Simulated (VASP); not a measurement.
Wanted: the native input for a VASP 6.6.1 run.

| Quantity | Value |
| --- | --- |
| Task | single point |
| Functional | PBE |
| Potentials or basis | VASP PAW PBE potentials, release 64 (Si, C) |
| Cutoff | 520 eV |
| k mesh | 9 × 9 × 6 |
| Occupations | fermi-dirac, width 0.05 eV |
| Spin | no spin polarisation |
| Further INCAR settings | ALGO = Normal; EDIFF = 1e-07; NBANDS = 16 |

The structure of SiC lies in POSCAR:

```
SiC
1.0
    0.0000000000     -2.1740000000     -2.1740000000
    0.0000000000      2.1740000000     -2.1740000000
    4.3480000000      0.0000000000      0.0000000000
Si C
2 2
Direct
    0.4985606300      0.4983789700      0.4980589600
    0.0018930000      0.0127189800      0.0060094300
    0.0027547100      0.4939543200      0.2504868800
    0.4967916500      0.9949477300      0.7454447300
```

The cell isn't the ideal one: all atoms moved at random, sigma 0.02 Å a component.

The input as run:

INCAR

```
SYSTEM = SiC
  PREC = Accurate
  ENCUT = 520
  EDIFF = 1E-7
  ISMEAR = -1
  SIGMA = 0.05
  LREAL = .FALSE.
  LASPH = .TRUE.
  NELM = 100
  ALGO = Normal
  ISIF = 2
  LWAVE = .FALSE.
  LCHARG = .FALSE.
  GGA = PE
  NBANDS = 16
```

KPOINTS

```
regular mesh
0
G
  9 9 6
  0 0 0
```

Potentials or basis: VASP PAW PBE potentials, release 64 (Si, C).

Command:

```sh
$ cat potpaw_PBE.64/Si/POTCAR potpaw_PBE.64/C/POTCAR > POTCAR
$ mpirun -np 1 vasp_std > vasp.out
```

Results of the run:

| Item | Value |
| --- | --- |
| Pressure | 5.2 GPa |
| Largest force | 1.710 eV/Å |
| Band gap on the k mesh | 1.22 eV |

Caveat: an odd mesh through Γ misses points on the zone boundary, where band edges often lie; forces of over 1 eV/Å show positions far from the minimum, so gaps and moduli don't describe the material at rest.

Wall time 110 s on 1 thread of Intel(R) Xeon(R) Platinum 8375C CPU @ 2.90GHz (Ice Lake), with other jobs on the host, peak memory 0.25 GiB.
